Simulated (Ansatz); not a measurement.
# MnO2 (Pmmn) in Ansatz: notebook, part 2 of 2

Ansatz 0.2.0. Earlier steps stand in the parts before.

### Step 3. Single point, PBE, collinear spin, ferromagnetic start

input.yaml reads:

```yaml
crystal:
  lattice:
    - [2.904158, 0.0, 0.0]
    - [0.0, 3.84481, 0.0]
    - [0.0, 0.0, 6.164264]
  atoms:
    - { symbol: Mn, position: [0.5, 0.5, 0.3433015], spin: 1.0 }
    - { symbol: Mn, position: [0.0, 0.0, 0.6566985], spin: 1.0 }
    - { symbol: O, position: [0.5, 0.0, 0.8375675] }
    - { symbol: O, position: [0.0, 0.5, 0.1624325] }
    - { symbol: O, position: [0.5, 0.0, 0.4217995] }
    - { symbol: O, position: [0.0, 0.5, 0.5782005] }
hamiltonian:
  xc: pbe
  pseudopotentials: { kind: paw }
magnetization:
  spin_polarized: true
  initial_magnetization: 2.0
  spin_locking: { lock_magnetization: hard }
kpoints:
  mp_grid: { grid: [8, 6, 4] }
scf:
  occupations: { method: fermi_dirac, width: 0.05 }
  lower_state_search: "off"
output:
  forces: true
  stress: true
  eigenvalues: true
```

Potentials or basis: Ansatz PAW.

Run with:

```
$ ansatz run input.yaml --threads 2 --pin off --max-ram 5632MiB --backend cpu --events-out ev --progress --plain --runs-dir out
```

Output:

```text
Warning: output.stress: scf.convergence.dr2_threshold = 1e-7 eV (the SCF's general default) is looser than the 6e-10 eV advised for a printed stress (1e-10 eV for each atom of the cell: 6). What an SCF threshold leaves in a stress goes as its square root, and in the free energy as the threshold itself, and one threshold admits the most on a small cell: of the crystals measured, under no hybrid functional and no lock of the moments, on runs that ended without the residual-converged pass, on stresses that held no estimate of that error, the worst erred by over 100 MPa in a component at 1e-7 eV an atom and by under 5 at 1e-10. Set scf.convergence.dr2_threshold to 6e-10 eV or tighter. The threshold is an SCF's pass mark: one that does not reach it within its budget of iterations ends unconverged, or closes short of it on a stop that the run arms, and scf.convergence.dr2_threshold's page says what that costs each kind of run
Warning: RAYON_NUM_THREADS=2 ignored (pool sized by the plan → 2); use --threads N
Engine: ansatz 0.2.0, aarch64-unknown-linux-gnu
Pseudopotentials: kind: paw
Pseudopotential: Mn, paw, valence charge 15, recommended cutoff 420 eV (normal), Mn.paw.azcp
Pseudopotential: O, paw, valence charge 6, recommended cutoff 420 eV (normal), O.paw.azcp
Functional definition: PBE
  parameter kappa = 0.804
  parameter beta = 0.06672455060314922
  exchange = pbe_x(kappa = kappa, mu = beta*pi^2/3)
  correlation = pbe_c(beta = beta)
Crystal: 6 atoms, lattice volume = 68.830 Å³
Basis set: ecut = 420 eV, 1337 PW (Γ), exchange–correlation on 40×54×90 points (8 copies of the dense FFT grid, shifted against one another)
Bands: 34, of which v1, the nominal top of the filled ones, is band 27 counted from 1 (26 counted from 0)
Symmetry: 8 space group operations
Space group: Pmmn (ITA 59), of the structure as read, at distance tolerance 4.1e-5 Å
Magnetic group: BNS 59.405 (UNI 503), of the structure as read, at distance tolerance 4.1e-5 Å
k-points: 60 of 192
Non-local potential: Mn, projectors of the file, l = 0: 3, l = 1: 2, l = 2: 3, l = 3: 1
Non-local potential: O, projectors of the file, l = 0: 2, l = 1: 2, l = 2: 1
PAW form: soft (Blöchl's): semilocal exchange-correlation on the pseudo side does not see the compensation charge
PAW one-centre angular grid: Mn, 590 points (default); XC on 64 Gauss nodes
PAW one-centre angular grid: O, 110 points (default); XC on 64 Gauss nodes
Initial density: superposition of atomic densities (chi_scale 0.1, normalization cell, long waves kept (reshape's long-wave potential 0.46 eV rms))
Starting moments: Σ|m| = 2 μB on 2 of 6 sites
Initial wavefunctions: pseudopotential atomic-orbital guess
Functional: x = pbe(κ = 0.804, μ = 0.2195149727645171), c = pbe(β = 0.06672455060314922)
SCF iter   1: F=—  HF=-10079.360315 eV  |F-HF|=—  |Δ(HF+E_count)|=         —  Δρ=2.81e-1 (↑2.47e-1 ↓2.81e-1)  dr2=2.44e2  dr2_m=4.07e-1  M=2.000 μB ∫|m|=2.016 μB  β_m=0.30  ethr=3.10e-3  ⟨swp⟩=6.7  Hψ=16187  notcnv=0
preconditioner: auto → Kerker (q_TF=auto, 2.620 Å⁻¹)  [metal: Δε(μ)=0.014 eV  Ē_g=7.679 eV  σ=0.050 eV  W_gap=0.07  n_scr=20 (ndim 8)  ℏωp=27.6 eV  f_vac=0.088  D(μ)=3.20/eV (n_scr^D=32)]
spin=Collinear: Kerker preconditioning applied to the charge; magnetization (m = ρ↑ − ρ↓) channel mixes plain (no charge-response kernel on spin).
SCF iter   2: F=—  HF=-10074.237923 eV  |F-HF|=—  |Δ(HF+E_count)|=    5.12e0  Δρ=1.63e-1 (↑1.60e-1 ↓1.63e-1)  dr2=5.72e1  dr2_m=1.67e-1  M=2.000 μB ∫|m|=2.035 μB  β_m=0.25  ethr=3.10e-3  ⟨swp⟩=4.0  Hψ=11955  notcnv=0  defer=107
SCF iter   3: F=—  HF=-10066.409937 eV  |F-HF|=—  |Δ(HF+E_count)|=    7.83e0  Δρ=7.28e-2 (↑6.71e-2 ↓7.28e-2)  dr2=9.17e0  dr2_m=2.12e-1  M=2.000 μB ∫|m|=2.085 μB  β_m=0.62  ethr=3.10e-3  ⟨swp⟩=3.8  Hψ=9687  notcnv=0
SCF iter   4: F=—  HF=-10067.240127 eV  |F-HF|=—  |Δ(HF+E_count)|=   8.30e-1  Δρ=8.58e-2 (↑8.58e-2 ↓7.50e-2)  dr2=2.63e1  dr2_m=3.56e-2  M=2.000 μB ∫|m|=2.351 μB  β_m=0.53  ethr=3.10e-3  ⟨swp⟩=3.7  Hψ=9703  notcnv=0  recentre
SCF iter   5: F=—  HF=-10065.825789 eV  |F-HF|=—  |Δ(HF+E_count)|=    1.41e0  Δρ=2.53e-2 (↑2.53e-2 ↓2.31e-2)  dr2=1.32e0  dr2_m=3.16e-2  M=2.000 μB ∫|m|=2.305 μB  β_m=0.45  ethr=3.10e-3  ⟨swp⟩=3.0  Hψ=8386  notcnv=0  defer=5
SCF iter   6: F=—  HF=-10065.652610 eV  |F-HF|=—  |Δ(HF+E_count)|=   1.73e-1  Δρ=1.87e-2 (↑1.05e-2 ↓1.87e-2)  dr2=1.16e0  dr2_m=1.66e-2  M=2.000 μB ∫|m|=2.447 μB  β_m=0.52  ethr=2.44e-3  ⟨swp⟩=2.5  Hψ=7192  notcnv=0
SCF iter   7: F=—  HF=-10065.708660 eV  |F-HF|=—  |Δ(HF+E_count)|=   5.61e-2  Δρ=2.77e-2 (↑2.30e-2 ↓2.77e-2)  dr2=2.58e0  dr2_m=1.81e-2  M=2.000 μB ∫|m|=2.485 μB  β_m=0.50  ethr=2.14e-3  ⟨swp⟩=2.0  Hψ=5054  notcnv=0  recentre
[... 11 lines left out ...]
SCF iter  19: F=—  HF=-10065.511525 eV  |F-HF|=—  |Δ(HF+E_count)|=   1.53e-7  Δρ=9.38e-6 (↑9.38e-6 ↓7.75e-6)  dr2=2.06e-7  dr2_m=4.83e-9  M=2.000 μB ∫|m|=2.294 μB  β_m=0.93  ethr=1.02e-9  ⟨swp⟩=2.4  Hψ=6668  notcnv=0
SCF iter  20: F=-10065.511525 eV  HF=-10065.511525 eV  |F-HF|=1.22e-8  |Δ(HF+E_count)|=   1.46e-8  Δρ=3.98e-6 (↑3.98e-6 ↓2.08e-6)  dr2=2.22e-8  dr2_m=1.24e-9  M=2.000 μB ∫|m|=2.294 μB  ethr=1.85e-10  ⟨swp⟩=4.0  Hψ=12201  notcnv=0
SCF 1 converged in 20 iterations: F = -10065.511525 eV  dr2 = 2.22e-8
SCF converged after 20 iterations
Stability checked in part: among states of this total moment the steps that led to this state did not find it unstable. No probe was made; neither looks for a lower state of another moment (fixed_total_moment; see scf.lower_state_search)
Magnetization: 2.0000 μB (28.0000 up, 26.0000 down)
Absolute magnetization: 2.3043 μB (∫|ρ↑−ρ↓|, with the PAW one-centre terms)
Spin contamination: 0.0764 ħ² per cell (⟨S²⟩ above its minimum at these occupations)
Per-site moments (μB) at R_I (Å): [(0.8671400378427997, 0.7551780635326026), (0.8671400378427998, 0.7551780635326026), (-0.02475007616970303, 0.7551780635326026), (-0.024750076169703525, 0.7551780635326026), (-0.0020637386778831457, 0.8177268280132386), (-0.002063738677883018, 0.8177268280132386)]
Free energy (F): -10065.511525 eV
Harris-Foulkes:  -10065.511525 eV  (|F-HF|=1.22e-8)
Internal energy: -10065.495908 eV  (E = F + TS)
E sigma→0 (E₀):  -10065.503716 eV
Entropy (-TS):   -0.015617 eV (-2.603 meV/atom)
Fermi energy:    7.768670 (↑ 7.519628, ↓ 7.969231) eV
--- Per-component energies (eV) ---
  E_band       = -745.874909
  E_kinetic    = 1292.350978
  E_local      = -7322.383601  (includes V_loc(G=0)·N_el)
  E_nonlocal   = 665.545204
  E_hartree    = 2999.976574
  E_xc         = -517.912407
  E_vxc        = -661.501288  (∫ρ·V_xc dr)
  E_paw        = -3219.965163  (= ΣΔE_a)
  E_vpaw       = -719.856726  (= ΣTr[D̂ρ^β])
  E_aug_tail   = 0.009529  (compensation charges beyond the density's cutoff)
  E_ewald      = -3963.117022
  E_smearing   = -0.015617  (= −TS)
  E_closure    = 0.000000  (closes the sum)
  Σ components = -10065.511525   (vs F -10065.511525, Δ=0.00e0)
--- Forces (eV/Å), atoms counted from 1 ---
  atom   1  Mn     0.00000000    -0.00000000    -1.62573738
  atom   2  Mn    -0.00000000     0.00000000     1.62573738
  atom   3  O      0.00000000     0.00000000    -2.11047785
  atom   4  O     -0.00000000    -0.00000000     2.11047785
  atom   5  O     -0.00000000    -0.00000000     0.41075027
  atom   6  O      0.00000000     0.00000000    -0.41075027
  max |Σ_I F_I| component: 5.55e-17 eV/Å
--- Stress (GPa, compression-positive) ---
      -21.939749       0.000000       0.000000
        0.000000      -9.919962       0.000000
        0.000000       0.000000     -12.786328
  P = ⅓ Tr σ = -14.8820 GPa (-148.820 kbar)
--- Band table (eV; the first three rows and the last of 120) ---
  k-point 0 ↑: bands = ["-72.9945", "-72.9883", "-41.9047", "-41.8723", "-41.8287", "-41.8156", "-41.3873", "-41.3575", "-12.1884", "-10.5241", "-10.3131", "-10.3084", "1.0224", "1.5912", "1.6724", "2.2137", "2.6541", "3.9221", "4.1394", "4.3092", "4.5132", "4.8960", "4.9910", "5.8591", "6.4006", "6.7995", "6.8245", "7.0078", "8.1602", "8.5690", "8.5898", "8.9320", "10.2547", "10.5663"]
  k-point 1 ↑: bands = ["-72.9945", "-72.9883", "-41.9047", "-41.8724", "-41.8287", "-41.8156", "-41.3873", "-41.3575", "-12.1707", "-10.6118", "-10.3862", "-10.1675", "1.0224", "1.4893", "1.8925", "2.2337", "2.6146", "3.9292", "4.1016", "4.3471", "4.5590", "4.7718", "4.8963", "5.8451", "6.4011", "6.7990", "6.8120", "7.0321", "8.1135", "8.5211", "8.6087", "8.9849", "10.1972", "10.6143"]
  k-point 2 ↑: bands = ["-72.9945", "-72.9883", "-41.9047", "-41.8724", "-41.8287", "-41.8156", "-41.3873", "-41.3575", "-12.1523", "-10.6865", "-10.3945", "-10.1052", "1.0227", "1.4688", "2.0336", "2.2579", "2.5717", "4.0034", "4.0699", "4.3856", "4.4868", "4.5986", "4.8962", "5.8308", "6.4016", "6.7984", "6.8148", "7.0342", "8.0730", "8.4798", "8.6419", "9.0187", "10.1507", "10.6512"]
  k-point 59 ↓: bands = ["-71.8458", "-71.8458", "-40.7882", "-40.7882", "-40.7368", "-40.7368", "-40.3201", "-40.3201", "-10.6488", "-10.6488", "-10.2289", "-10.2289", "0.6929", "0.6929", "2.7635", "2.7635", "3.2101", "3.2101", "3.2694", "3.2694", "4.5386", "4.5386", "5.0752", "5.0752", "7.3967", "7.3967", "8.3890", "8.3890", "8.5829", "8.5829", "9.9881", "9.9881", "10.6096", "10.6096"]
```

Run time: 19 s. Hardware: 2 threads of Arm Neoverse V1, shared host; peak memory 0.46 GiB.

Results:

```
Free energy     : -10065.5115 eV
Pressure        : -14.9 GPa
Largest force   : 2.110 eV/Å
Net moment      : 2.00 μB per cell
Absolute moment : 2.30 μB per cell
Site moments    : Mn +0.87; O -0.02, -0.00 μB
```

Forces on the atoms (eV/Å):
```
Mn   0.000  0.000 -1.626
Mn   0.000  0.000  1.626
O    0.000  0.000 -2.110
O    0.000  0.000  2.110
O    0.000  0.000  0.411
O    0.000  0.000 -0.411
```

Stress tensor (GPa, compression positive):
```
-21.94   0.00   0.00
  0.00  -9.92   0.00
  0.00   0.00 -12.79
```

Caveat: the pressure holds a Pulay correction of +0.7 GPa for the finite cutoff; the total moment is fixed, so each spin has its own Fermi level; only a ferromagnetic start was run, and an antiferromagnetic order may lie lower in energy; forces of over 1 eV/Å show positions far from the minimum, so gaps and moduli don't describe the material at rest; the thresholds are loose for stress.

### Step 4. Single point, PBE, collinear spin, ferromagnetic start

Edit input.yaml of step 3 so:

```diff
@@ -6,4 +6,4 @@
   atoms:
-    - { symbol: Mn, position: [0.5, 0.5, 0.3433015], spin: 1.0 }
-    - { symbol: Mn, position: [0.0, 0.0, 0.6566985], spin: 1.0 }
+    - { symbol: Mn, position: [0.5, 0.5, 0.3433015], spin: 2.0 }
+    - { symbol: Mn, position: [0.0, 0.0, 0.6566985], spin: 2.0 }
     - { symbol: O, position: [0.5, 0.0, 0.8375675] }
@@ -17,3 +17,3 @@
   spin_polarized: true
-  initial_magnetization: 2.0
+  initial_magnetization: 4.0
   spin_locking: { lock_magnetization: hard }
```

Run with:

```
$ ansatz run input.yaml --threads 2 --pin off --max-ram 5632MiB --backend cpu --events-out ev --progress --plain --runs-dir out
```

Wall time 21 s (2 threads of Arm Neoverse V1, shared host); peak memory 0.47 GiB.

The run converged. Its results:

| Property | Result |
| --- | --- |
| Free energy | -10065.9581 eV |
| Pressure | -11.7 GPa |
| Largest force | 1.386 eV/Å |
| Net moment | 4.00 μB per cell |
| Absolute moment | 4.28 μB per cell |
| Site moments | Mn +1.69; O -0.01, -0.00 μB |

Forces in eV/Å, atoms in the order of the input:
```
Mn   0.000  0.000 -0.848
Mn   0.000  0.000  0.848
O    0.000  0.000 -1.386
O    0.000  0.000  1.386
O    0.000  0.000  0.305
O    0.000  0.000 -0.305
```

Stress tensor (GPa, compression positive):
```
-16.71   0.00   0.00
  0.00  -9.19   0.00
  0.00   0.00  -9.22
```

Caveat: the pressure holds a Pulay correction of +0.7 GPa for the finite cutoff; the total moment is fixed, so each spin has its own Fermi level; only a ferromagnetic start was run, and an antiferromagnetic order may lie lower in energy; forces of over 1 eV/Å show positions far from the minimum, so gaps and moduli don't describe the material at rest; the thresholds are loose for stress.

### Step 5. Single point, PBE, collinear spin, ferromagnetic start

Edit input.yaml of step 4 so:

```diff
@@ -6,4 +6,4 @@
   atoms:
-    - { symbol: Mn, position: [0.5, 0.5, 0.3433015], spin: 2.0 }
-    - { symbol: Mn, position: [0.0, 0.0, 0.6566985], spin: 2.0 }
+    - { symbol: Mn, position: [0.5, 0.5, 0.3433015], spin: 3.0 }
+    - { symbol: Mn, position: [0.0, 0.0, 0.6566985], spin: 3.0 }
     - { symbol: O, position: [0.5, 0.0, 0.8375675] }
@@ -17,3 +17,3 @@
   spin_polarized: true
-  initial_magnetization: 4.0
+  initial_magnetization: 6.0
   spin_locking: { lock_magnetization: hard }
```

Run with:

```
$ ansatz run input.yaml --threads 2 --pin off --max-ram 5632MiB --backend cpu --events-out ev --progress --plain --runs-dir out
```

Run time: 16 s. Hardware: 2 threads of Arm Neoverse V1, shared host; peak memory 0.47 GiB.

Results (log left out):

* Free energy: -10066.6962 eV
* Pressure: -7.2 GPa
* Largest force: 0.800 eV/Å
* Net moment: 6.00 μB per cell
* Absolute moment: 6.26 μB per cell
* Site moments: Mn +2.41; O +0.12, +0.00 μB

Forces in eV/Å, atoms in the order of the input:
```
Mn   0.000  0.000 -0.399
Mn   0.000  0.000  0.399
O    0.000  0.000 -0.800
O    0.000  0.000  0.800
O    0.000  0.000  0.059
O    0.000  0.000 -0.059
```

Stress tensor (GPa, compression positive):
```
-11.30   0.00   0.00
  0.00  -5.31   0.00
  0.00   0.00  -5.03
```

Caveat: the pressure holds a Pulay correction of +0.7 GPa for the finite cutoff; the total moment is fixed, so each spin has its own Fermi level; only a ferromagnetic start was run, and an antiferromagnetic order may lie lower in energy; the thresholds are loose for stress.

### Step 6. The runs side by side

| spin | fixed moment (μB) | pressure (GPa) | moment (μB) | largest force (eV/Å) |
| --- | --- | --- | --- | --- |
| collinear, program default start | 0.0 | -16.1 | 0.00 | 2.87 |
| collinear, ferromagnetic start | 2.0 | -14.9 | 2.00 | 2.11 |
| collinear, ferromagnetic start | 4.0 | -11.7 | 4.00 | 1.39 |
| collinear, ferromagnetic start | 6.0 | -7.2 | 6.00 | 0.80 |

Alike in all rows: task single point; level PBE; potentials or basis Ansatz PAW; cell as given; k mesh 8 × 6 × 4; cutoff (eV) 420; smearing fermi-dirac 0.05 eV.

Caveats: the total moment is fixed, so each spin has its own Fermi level; the thresholds are loose for stress; forces of over 1 eV/Å show positions far from the minimum, so gaps and moduli don't describe the material at rest (some runs).

Absolute energies hang on the potentials; compare differences alone.
